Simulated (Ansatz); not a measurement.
Ga: do energies and stresses tell the same story?

All numbers below come from Ansatz, DFT PBEsol, scalar-relativistic, plane waves, PAW.

Plane waves to 420 eV, a k mesh through Γ of 16×16×12 on the computed 2-atom cell and Gaussian smearing (0.10 eV); no spin polarisation.

Relaxed cell: C2/c, a = 2.741 Å, b = 7.926 Å, c = 3.307 Å, α = 90.00°, β = 94.09°, γ = 90.00°, 2 atoms in the primitive cell. This form isn't the element's structure at ambient conditions.

Energies at zero smearing and pressures from the stress tensor, at volumes with shape and atoms relaxed:
```
V (Å³/atom) E − E(first) (meV/atom) P (GPa)
     16.840                     0.00     4.48
     17.378                   -10.77     2.04
     17.915                   -14.01     0.00
     18.453                   -11.05    -1.68
     18.990                    -3.22    -3.04
```

Q: Check P = −dE/dV between neighbouring volumes, and get the bulk modulus from the pressures alone.

A: With 1 eV/Å³ = 160.2 GPa:
```
middle V (Å³/atom)  −ΔE/ΔV (GPa) mean P (GPa)
            17.109         3.210         3.256
            17.647         0.966         1.018
            18.184        -0.882        -0.840
            18.721        -2.333        -2.362
```

The two differ by 0.05 GPa at most. The mean of two end pressures misses the average over a step by about ΔV² P″/12, up to 0.04 GPa here; with that taken off 0.06 GPa remains, from the smearing term (the stress is the derivative of the free energy), the finite cutoff, the mesh or the relaxation's tolerance. Around V = 17.915 Å³/atom, the two neighbours give B = −V ΔP/ΔV = 17.915 × 3.72 / 1.075 = 61.9 GPa, against B0 = 60.8 GPa from the Birch–Murnaghan fit of the energies.

Cost: 6 runs of about 12 core-minutes in all, on Arm Neoverse V2 (shared hosts).